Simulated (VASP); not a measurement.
# Ca (Immm) in VASP: further runs, part 2 of 2

VASP 6.6.1. The steps go on from the part before.

### Step 4. Single point, PBE

File INCAR:

```
PREC     = Accurate       # precision mode
ENCUT    = 350            # plane-wave cutoff, eV
EDIFF    = 1E-6           # SCF threshold, eV
ISMEAR   = 1              # smearing method
SIGMA    = 0.1            # smearing width, eV
LREAL    = False          # projectors in reciprocal space
LASPH    = True           # aspherical terms in the spheres
NELM     = 100            # most SCF steps
ALGO     = Normal         # electronic algorithm
ISIF     = 2              # what is computed and relaxed
LWAVE    = False          # write WAVECAR
LCHARG   = False          # write CHGCAR
GGA      = PE             # functional
ADDGRID  = False
```

File KPOINTS:

```
Automatic mesh
0
Gamma
  10 10 10
```

File POSCAR:

```
Ca
1.0
   -2.0964874600      2.1017318100      2.4453524600
    2.0964874600     -2.1017318100      2.4453524600
    2.0964874600      2.1017318100     -2.4453524600
Ca
1
Direct
    0.5000000000      0.5000000000      0.0000000000
```

Potentials or basis: VASP PAW PBE potentials, release 64 (Ca_pv).

Started as:

```bash
$ cat potpaw_PBE.64/Ca_pv/POTCAR > POTCAR
$ mpirun -np 1 vasp_std > vasp.out
```

OUTCAR:

```text
PREC = Accurate
   ENCUT = 350
   EDIFF = 1E-6
   ISMEAR = 1
   LREAL = False
   LASPH = True
   NELM = 100
   ISIF = 2
   GGA = PE

 Found    171 irreducible k-points:

 Following reciprocal coordinates:
            Coordinates               Weight
  0.000000  0.000000  0.000000      1.000000
  0.100000  0.000000  0.000000      4.000000
  0.200000  0.000000  0.000000      4.000000
  0.300000 -0.000000  0.000000      4.000000
  0.400000 -0.000000  0.000000      4.000000
  0.500000 -0.000000  0.000000      2.000000
   k-points           NKPTS =    171   k-points in BZ     NKDIM =    171   number of bands    NBANDS=      8
   number of dos      NEDOS =    301   number of ions     NIONS =      1
   total plane-waves  NPLWV =  13824
   dimension x,y,z NGX =    24 NGY =   24 NGZ =   24
   dimension x,y,z NGXF=    48 NGYF=   48 NGZF=   48
   ions per type =               1
   NGX,Y,Z   is equivalent  to a cutoff of  10.37, 10.37, 10.37 a.u.
   NGXF,Y,Z  is equivalent  to a cutoff of  20.75, 20.75, 20.75 a.u.
 SYSTEM =  unknown system
   PREC   = accura    normal or accurate (medium, high low for compatibility)
   ISTART =      0    job   : 0-new  1-cont  2-samecut
   ICHARG =      2    charge: 1-file 2-atom 10-const
   ISPIN  =      1    spin polarized calculation?
   LNONCOLLINEAR =      F non collinear calculations
   LSORBIT =      F    spin-orbit coupling
   LASPH  =      T    aspherical Exc in radial PAW
[... 54 lines left out ...]
 cond. band min:       2.1416580932   @ k =   0.5000   0.5000   0.4000
 fundamental gap:      0.0008643392
 Fermi energy:         2.1413602264

 k-point     1 :       0.0000    0.0000    0.0000
  band No.  band energies     occupation
      1     -20.8661      2.00000
      2     -20.8658      2.00000
      3     -20.8565      2.00000
      4      -1.8720      2.00000
      5       4.2938      0.00000
      6       4.3073      0.00000
      7       4.8907      0.00000
      8       5.0099      0.00000
[... 45 lines left out ...]
 k-point     6 :       0.5000   -0.0000    0.0000
  band No.  band energies     occupation
      1     -20.9923      2.00000
      2     -20.9010      2.00000
      3     -20.8622      2.00000
      4       1.1792      2.00000
      5       1.9793      2.04424
      6       3.8204     -0.00000
      7       4.9005      0.00000
      8       5.8485      0.00000

 [... further k-points ...]
[... 5 lines left out ...]
  --------------------------------------------------------------------------------------
  -------------------------------------------------------------------------------------
  Total       -0.1102042     -0.1187542     -0.0890400     -0.0000000      0.0000000      0.0000000
  in kB       -4.0967352     -4.4145729     -3.3099748     -0.0000000      0.0000000      0.0000000
  external PRESSURE =      -3.9404276 kB  Pullay stress =       0.0000000 kB

 VOLUME and BASIS-vectors are now :
 -----------------------------------------------------------------------------
  energy-cutoff  :      350.00
  volume of cell :       43.10
      direct lattice vectors                 reciprocal lattice vectors
    -2.096487460  2.101731810  2.445352460     0.000000000  0.237899050  0.204469502
     2.096487460 -2.101731810  2.445352460     0.238494153  0.000000000  0.204469502
     2.096487460  2.101731810 -2.445352460     0.238494153  0.237899050  0.000000000

 POSITION                                       TOTAL-FORCE (eV/Angst)
 -----------------------------------------------------------------------------------
      0.00000      0.00000      2.44535         0.000000     -0.000000      0.000000
 -----------------------------------------------------------------------------------
    total drift:                               -0.000000      0.000000      0.000000

  FREE ENERGIE OF THE ION-ELECTRON SYSTEM (eV)
  ---------------------------------------------------
  free  energy   TOTEN  =        -1.9100324244 eV

  energy  without entropy=       -1.9097607712  energy(sigma->0) =       -1.90994187
```

OSZICAR:

```text
N       E                     dE             d eps       ncg     rms          rms(c)
DAV:   1     0.147462495764E+02    0.14746E+02   -0.34623E+03  2736   0.103E+03
DAV:   2    -0.119921459203E+01   -0.15945E+02   -0.15927E+02  2880   0.113E+02
DAV:   3    -0.189298834221E+01   -0.69377E+00   -0.69297E+00  4392   0.307E+01
DAV:   4    -0.190019610140E+01   -0.72078E-02   -0.72054E-02  3656   0.238E+00
DAV:   5    -0.190025339168E+01   -0.57290E-04   -0.57290E-04  4520   0.221E-01    0.738E-01
DAV:   6    -0.190570349444E+01   -0.54501E-02   -0.71930E-03  3216   0.171E+00    0.427E-01
DAV:   7    -0.191002459814E+01   -0.43211E-02   -0.83851E-03  3104   0.182E+00    0.512E-02
DAV:   8    -0.191002176840E+01    0.28297E-05   -0.40415E-04  3504   0.358E-01    0.871E-03
DAV:   9    -0.191002893440E+01   -0.71660E-05   -0.12825E-05  4592   0.346E-02    0.666E-03
DAV:  10    -0.191003174450E+01   -0.28101E-05   -0.17584E-06  3432   0.270E-02    0.195E-03
DAV:  11    -0.191003242441E+01   -0.67991E-06   -0.50788E-08  1616   0.334E-03
   1 F= -.19100324E+01 E0= -.19099419E+01  d E =-.271653E-03
```

Run time: 10 s. Hardware: 1 thread of Intel Xeon Platinum 8488C (Sapphire Rapids), shared host; peak memory 0.16 GiB.

The run converged, but some of its settings lie outside the range that counts as converged, so its numbers aren't taken as properties of the crystal.

What came out:

- Free energy: -1.9100 eV
- Pressure: -0.4 GPa
- Band gap on the k mesh: none (metal or under the smearing width)

### Step 5. Single point, PBE

This run uses another cell than the first one, of the same volume but with other edges.

INCAR is that of step 4.

KPOINTS is that of step 4.

File POSCAR:

```
Ca
1.0
   -2.1296130000      2.1366080000      2.5183870000
    2.0452440000     -2.1127450000      2.4255450000
    2.0940060000      2.0772270000     -2.4978770000
Ca
1
Direct
    0.5036690000      0.4760610000     -0.0172770000
```

Started as:

```bash
$ cat potpaw_PBE.64/Ca_pv/POTCAR > POTCAR
$ mpirun -np 1 vasp_std > vasp.out
```

Wall time 27 s (1 thread of Intel Xeon Platinum 8488C (Sapphire Rapids), shared host); peak memory 0.22 GiB.

These settings aren't checked as converged: the numbers below hold their error.

Results:

* Free energy: -1.9072 eV
* Pressure: -0.4 GPa
* Band gap on the k mesh: none (metal or under the smearing width)

### Step 6. Single point, PBE

Edit INCAR of step 5 so:

```diff
@@ -1,3 +1,3 @@
 PREC     = Accurate       # precision mode
-ENCUT    = 350            # plane-wave cutoff, eV
+ENCUT    = 250            # plane-wave cutoff, eV
 EDIFF    = 1E-6           # SCF threshold, eV
```

File KPOINTS:

```
Automatic mesh
0
Gamma
  12 12 12
```

File POSCAR:

```
Ca
1.0
   -2.0964874600      2.1017318100      2.4453524600
    2.0964874600     -2.1017318100      2.4453524600
    2.0964874600      2.1017318100     -2.4453524600
Ca
1
Direct
    0.5000000000      0.5000000000      0.0000000000
```

Potentials or basis: VASP PAW PBE potentials, release 64 (Ca_pv).

Started as:

```bash
$ cat potpaw_PBE.64/Ca_pv/POTCAR > POTCAR
$ mpirun -np 1 vasp_std > vasp.out
```

OUTCAR:

```text
PREC = Accurate
   ENCUT = 250
   EDIFF = 1E-6
   ISMEAR = 1
   LREAL = False
   LASPH = True
   NELM = 100
   ISIF = 2
   GGA = PE

 Found    280 irreducible k-points:

 Following reciprocal coordinates:
            Coordinates               Weight
  0.000000  0.000000  0.000000      1.000000
  0.083333  0.000000 -0.000000      4.000000
  0.166667  0.000000  0.000000      4.000000
  0.250000 -0.000000  0.000000      4.000000
  0.333333  0.000000  0.000000      4.000000
  0.416667  0.000000  0.000000      4.000000
   k-points           NKPTS =    280   k-points in BZ     NKDIM =    280   number of bands    NBANDS=      8
   number of dos      NEDOS =    301   number of ions     NIONS =      1
   total plane-waves  NPLWV =   8000
   dimension x,y,z NGX =    20 NGY =   20 NGZ =   20
   dimension x,y,z NGXF=    40 NGYF=   40 NGZF=   40
   ions per type =               1
   NGX,Y,Z   is equivalent  to a cutoff of   8.64,  8.64,  8.64 a.u.
   NGXF,Y,Z  is equivalent  to a cutoff of  17.29, 17.29, 17.29 a.u.
 SYSTEM =  unknown system
   PREC   = accura    normal or accurate (medium, high low for compatibility)
   ISTART =      0    job   : 0-new  1-cont  2-samecut
   ICHARG =      2    charge: 1-file 2-atom 10-const
   ISPIN  =      1    spin polarized calculation?
   LNONCOLLINEAR =      F non collinear calculations
   LSORBIT =      F    spin-orbit coupling
   LASPH  =      T    aspherical Exc in radial PAW
[... 54 lines left out ...]
 cond. band min:       2.1471760184   @ k =   0.5000  -0.4167   0.3333
 fundamental gap:      0.0150862492
 Fermi energy:         2.1397784868

 k-point     1 :       0.0000    0.0000    0.0000
  band No.  band energies     occupation
      1     -20.8662      2.00000
      2     -20.8656      2.00000
      3     -20.8519      2.00000
      4      -1.8717      2.00000
      5       4.2957      0.00000
      6       4.3090      0.00000
      7       4.8899      0.00000
      8       5.0097      0.00000
[... 45 lines left out ...]
 k-point     6 :       0.4167    0.0000    0.0000
  band No.  band energies     occupation
      1     -20.9818      2.00000
      2     -20.8988      2.00000
      3     -20.8593      2.00000
      4       0.6428      2.00000
      5       2.4363     -0.00023
      6       3.8656     -0.00000
      7       4.9347      0.00000
      8       5.7974      0.00000

 [... further k-points ...]
[... 5 lines left out ...]
  --------------------------------------------------------------------------------------
  -------------------------------------------------------------------------------------
  Total       -0.1436831     -0.1491542     -0.0324368     -0.0000000      0.0000000      0.0000000
  in kB       -5.3412771     -5.5446616     -1.2058072     -0.0000000      0.0000000      0.0000000
  external PRESSURE =      -4.0305820 kB  Pullay stress =       0.0000000 kB

 VOLUME and BASIS-vectors are now :
 -----------------------------------------------------------------------------
  energy-cutoff  :      250.00
  volume of cell :       43.10
      direct lattice vectors                 reciprocal lattice vectors
    -2.096487460  2.101731810  2.445352460     0.000000000  0.237899050  0.204469502
     2.096487460 -2.101731810  2.445352460     0.238494153  0.000000000  0.204469502
     2.096487460  2.101731810 -2.445352460     0.238494153  0.237899050  0.000000000

 POSITION                                       TOTAL-FORCE (eV/Angst)
 -----------------------------------------------------------------------------------
      0.00000      0.00000      2.44535         0.000000     -0.000000     -0.000000
 -----------------------------------------------------------------------------------
    total drift:                               -0.000000     -0.000000      0.000000

  FREE ENERGIE OF THE ION-ELECTRON SYSTEM (eV)
  ---------------------------------------------------
  free  energy   TOTEN  =        -1.9067339032 eV

  energy  without entropy=       -1.9052855037  energy(sigma->0) =       -1.90625110
```

Run time: 14 s. Hardware: 1 thread of Intel Xeon Platinum 8488C (Sapphire Rapids), shared host; peak memory 0.14 GiB.

These settings aren't checked as converged: the numbers below hold their error.

Results:

```yaml
Free_energy: -1.9067 eV
Pressure: -0.4 GPa
Band_gap_on_the_k_mesh: none (metal or under the smearing width)
```
